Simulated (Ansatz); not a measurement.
# Calculated field gradients at the nuclei for MoS2 under strain

The cell is a COD entry, relaxed with PBE at fixed cell and then changed (z compressed by 1 %, ions relaxed).

```
Mo S
1.0
     1.58150    0.91308    6.06210
    -1.58150    0.91308    6.06210
     0.00000   -1.82616    6.06210
Mo S
1 2
Direct
  0.99999 0.99999 0.99999
  0.24749 0.24749 0.24749
  0.41922 0.41922 0.41922
```

Atoms are numbered from 1 in the order listed; like atoms form one site, named after its first atom.

The numbers come from a DFT calculation in Ansatz (PBE, plane waves and PAW, scalar-relativistic, collinear spin, 420 eV cutoff, Γ-centred 16×16×16 k-points, Fermi–Dirac smearing 0.02 eV). Start moments as typed (μB): 2 on each Mo, none on the rest.

C_Q = eQV_zz/h, which is 24.18 MHz for Q = 1 b and V_zz = 10²¹ V/m²; η = (V_xx − V_yy)/V_zz.

97Mo: I = 5/2, Q = 255.0 mb; ³³S: I = 3/2, Q = -69.40 mb. Q values from Pyykkö, Mol. Phys. 116, 1328 (2018).

```
site  atoms (order as listed)     first shell  V_xx, V_yy, V_zz (10²¹ V/m²)     η  C_Q (MHz)
  Mo                        1   6 S at 2.40 Å             3.71, 3.71, -7.42  0.00      -45.8
  S2                        2  3 Mo at 2.40 Å             2.64, 2.64, -5.28  0.00       8.87
  S3                        3  3 Mo at 2.40 Å             2.54, 2.54, -5.07  0.00       8.51
```

An axis of threefold or higher order runs through Mo, S2 and S3, so V_zz lies along it and η is zero.

Without spin–orbit coupling (the program notes it for Mo) the gradients can shift somewhat, as the gap is small. The start moments die out, and the run ends without spin.

The relaxation (4 steps) took 4.1 min of wall time (3.7 min of CPU time) and 1.2 GiB at its peak, on 1 thread of Intel Xeon Platinum 8488C (Sapphire Rapids) (x86_64; 16 cores open to the job, memory cap 3.0 GiB, no GPU), a shared host with a load of 0.3 a core.
